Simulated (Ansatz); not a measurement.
The system is Sc.

```
Sc
1.0
    -1.91721    1.91721    1.71760
     1.91721   -1.91721    1.71760
     1.91721    1.91721   -1.71760
Sc
1
Direct
  0.00000 0.00000 0.00000
```

This isn't the form of Sc at room conditions, which is hcp.

- Program: Ansatz 0.2.0
- Task: relaxation of cell and atoms
- Functional: PBEsol
- Dispersion: D4
- Potentials or basis: Ansatz PAW
- Cutoff: 420 eV
- Density cutoff: 1680 eV
- k mesh: 10 × 10 × 10
- Occupations: fermi-dirac, width 0.1 eV
- Spin: collinear spin, ferromagnetic start
- Starting moments: [0.5] μB
- Hubbard terms: Sc d U = 4.0 eV

At the start: pressure 7.0 GPa; volume 25.25 Å³/atom.

Q: How do energy, volume and symmetry change on relaxing?

A: Over 4 steps the energy falls by 115.7 meV/atom and the volume is 31.24 Å³/atom (+23.7 %); space group I4/mmm (No. 139, to 0.05 Å); moment 1.32 μB per cell.

The path:
| step | energy change (eV) | largest force (eV/Å) | pressure (GPa) | volume (Å³) |
| --- | --- | --- | --- | --- |
| 1 | 0.0000 | 0.0000 | 7.02 | 25.25 |
| 2 | -0.0478 | 0.0000 | 5.07 | 26.48 |
| 3 | -0.1148 | 0.0000 | 0.48 | 30.68 |
| 4 | -0.1157 | 0.0000 | 0.04 | 31.24 |

Final structure:
```
Sc
1.0
    -2.06496    2.06496    1.83166
     2.06496   -2.06496    1.83166
     2.06496    2.06496   -1.83166
Sc
1
Direct
  0.00000 0.00000 0.00000
```

Caveat: the magnetic or orbital state may not be the lowest; the volume moved by over 15 % at a fixed basis, so the end points are rough; pairwise dispersion overbinds metals, which lowers pressure and volume; the U is typed as a test and isn't derived for this compound; the thresholds are loose for stress.
